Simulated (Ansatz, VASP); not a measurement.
**Ru: VASP beside Ansatz**

```xyz
2
Lattice="2.7055 0.0000 0.0000 -1.3528 2.3431 0.0000 0.0000 0.0000 4.2679" Properties=species:S:1:pos:R:3 pbc="T T T"
Ru    0.0000    1.5620    1.0670
Ru    1.3528    0.7810    3.2010
```

Alike in both runs: functional r2SCAN; k mesh 15 × 15 × 8; occupations fermi-dirac, width 0.15 eV; no spin polarisation.

Ansatz relaxed the structure, and its values are those at the end. VASP's run is a single point on that final structure, the one shown.

|  | VASP | Ansatz |
| --- | --- | --- |
| version | VASP 6.6.1 | Ansatz 0.2.0 |
| potentials or method | VASP PAW PBE potentials, release 64 (Ru_pv) | scalar-relativistic, plane waves, PAW |
| plane-wave cutoff (eV) | 520 | 500 |
| valence electrons in the cell | 28 | 32 |

|  | VASP | Ansatz | Ansatz less VASP |
| --- | --- | --- | --- |
| gap on the k mesh at the Fermi level (eV) | none | none | - |
| pressure (GPa) | 1.0 | 0.0 | -1.05 |

A gap of «none» marks a metal or a gap that the smearing closes. The two sets of potentials don't hold the same shells in valence.

Caveats: the PAW data sets were made with another functional, which shifts forces and pressure a little (VASP).
